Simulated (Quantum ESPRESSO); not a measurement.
The B K edge of atom 2 in BAs (F-43m), with 4 As at 2.07 Å (tetrahedral, site symmetry -43m), was computed in 2 ways: full core hole (charged cell) and no core hole. Program and functional: Quantum ESPRESSO XSpectra, PBE, Lorentzian half width 0.3 eV up to 4 eV, rising linearly to 2.5 eV at 25 eV; cells of 2 and 12 atoms (the run without a hole in the smaller).

Each run is counted from its own lowest empty level or Fermi level and scaled to a mean of 1 over its first 20 eV. (XSpectra's own axis starts at xe0, in the gap; it has been shifted.)

```tsv
E (eV)	run 1	run 2
-2.00	0.06	0.03
-1.25	0.10	0.04
-0.50	0.21	0.07
0.25	0.76	0.18
1.00	1.77	0.36
1.75	2.06	0.90
2.50	1.72	1.21
3.25	1.96	0.84
4.00	1.70	1.24
4.75	1.45	1.43
5.50	1.30	1.33
6.25	1.18	1.47
7.00	1.13	1.28
7.75	1.04	1.25
8.50	0.95	1.31
9.25	0.96	1.33
10.00	0.96	1.33
10.75	0.83	1.36
11.50	0.68	1.17
12.25	0.62	0.96
13.00	0.64	0.90
13.75	0.67	0.91
14.50	0.66	0.92
15.25	0.61	0.90
16.00	0.54	0.81
16.75	0.49	0.71
17.50	0.48	0.65
18.25	0.50	0.64
19.00	0.53	0.65
19.75	0.57	0.66
20.50	0.61	0.69
21.25	0.64	0.73
22.00	0.65	0.76
22.75	0.65	0.79
23.50	0.64	0.80
24.25	0.63	0.80
25.00	0.62	0.79
25.75	0.61	0.79
26.50	0.60	0.78
27.25	0.59	0.78
28.00	0.58	0.77
28.75	0.57	0.76
29.50	0.56	0.75
30.25	0.55	0.75
31.00	0.53	0.73
31.75	0.51	0.71
```

**Question.** Which run is which?

Run 1: full core hole (charged cell) (area from −2 to 6 eV 10.0, main maxima 1.9 eV (2.07), 3.3 eV (1.97), 14.0 eV (0.67) and 22.4 eV (0.65)). Run 2: no core hole (area from −2 to 6 eV 6.0, main maxima 2.8 eV (1.39), 4.6 eV (1.43), 6.2 eV (1.47) and 10.5 eV (1.37)). With each curve scaled to its own mean, the area from −2 to 6 eV with the hole is 10.0 against 6.0, and the centre of weight from −1 to 20 eV moves by -2.0 eV: the hole pulls the absorber's empty states down.

[Banner, clock and machine lines of the logs are left out without a mark of their own.]

[Logs are printed without paths, hosts, clocks, repeated set-up lines and the standing remarks that a program may print on its own settings, such as how far it seeks lower states.]

[Hosts, paths, dates, database ids (printed as entryN), source tags and the programs' standing remarks are cut or masked in the printed files.]

[Lists of maxima count a maximum above −3 eV only where it reaches 4 % of the highest in the window and stands out from its surroundings by 2 % of it (1.5 % where it reaches 55 %); shoulders and weaker maxima are passed over, and of the rest the first, up to two pre-edge ones and the few strongest are named.]
